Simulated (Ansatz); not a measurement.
Runs of Ansatz 0.2.0 on AlFe. Symmetry: Pm-3m, No. 221, cubic system. The conventional cell has a = 2.910 Å, b = 2.910 Å, c = 2.910 Å, α = 90.00°, β = 90.00°, γ = 90.00°. Around Fe (site symmetry m-3m) lie 8 Al at 2.52 Å. Al (site symmetry m-3m) is surrounded by 8 Fe at 2.52 Å. 

```csv
task,level,cell,smearing,points for each segment of the path,gap on the mesh (eV),pressure (GPa),moment (μB),relaxed volume (Å³/atom)
single point,PBE,as given,gaussian 0.012 eV,-,none,(c),0.67,-
relaxation of cell and atoms,PBEsol+D4,relaxed,fermi-dirac 0.05 eV,-,-,0.0,0.59,11.32
band structure,revPBE,as given,fermi-dirac 0.05 eV,14,none,-3.3,0.67,-
relaxation of cell and atoms,RPBE,relaxed,fermi-dirac 0.05 eV,-,-,0.0,0.66,12.14
band structure,BLYP,as given,fermi-dirac 0.05 eV,14,none,(b),0.60,-
relaxation of cell and atoms,RPBE+D3(BJ),relaxed,fermi-dirac 0.05 eV,-,-,0.0,0.51,10.39
relaxation of cell and atoms,PBEsol+D3(BJ),relaxed,fermi-dirac 0.05 eV,-,-,0.0,(a),11.18
relaxation of cell and atoms,BLYP,relaxed,fermi-dirac 0.05 eV,-,none,0.0,0.59,12.18
```

Alike in all rows: potentials or basis Ansatz PAW; spin collinear, ferromagnetic start; k mesh 9 × 9 × 9; cutoff (eV) 420.

Task: Estimate the missing entries.

Result: (a) 0.57; (b) -1.9; (c) -6.1.

Caveats: the PAW data sets come from PBE, with cores solved anew for the run's functional, which leaves a small shift of forces and pressure (some runs); the plane-wave basis is chosen anew once the cell has moved, so the energies of steps on either side of that aren't comparable (some runs); the volume moved by over 15 % at a fixed basis, so the end points are rough (some runs); the volume moved by -16 % from the deposited cell, more than functionals usually miss (some runs).

A gap of «none» marks a metal or a gap under the smearing width.
